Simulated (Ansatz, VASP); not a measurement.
V in VASP and in Ansatz

```xyz
1
Lattice="-1.4909 1.4909 1.4909 1.4909 -1.4909 1.4909 1.4909 1.4909 -1.4909" Properties=species:S:1:pos:R:3 pbc="T T T"
V     0.0000    0.0000    0.0000
```

Alike in both runs: functional r2SCAN; k mesh 20 × 20 × 20; occupations gaussian, width 0.1 eV; no spin polarisation.

Ansatz relaxed the structure, and its values are those at the end. VASP's run is a single point on that final structure, the one shown.

|  | VASP | Ansatz |
| --- | --- | --- |
| version | VASP 6.6.1 | Ansatz 0.2.0 |
| potentials or method | VASP PAW PBE potentials, release 64 (V_sv) | scalar-relativistic, plane waves, PAW |
| plane-wave cutoff (eV) | 520 | 500 |
| valence electrons in the cell | 13 | 13 |

Ansatz gave:

```
gap on the k mesh at the Fermi level (eV) : none
pressure (GPa)                            : 0.1
```

Estimate VASP's values.

gap on the k mesh at the Fermi level (eV): none; pressure (GPa): 0.8.

A gap of «none» marks a metal or a gap that the smearing closes. With one functional, cell and mesh, what is left measures potentials, basis and numerics.

Caveats: the PAW data sets were made with another functional, which shifts forces and pressure a little (VASP).
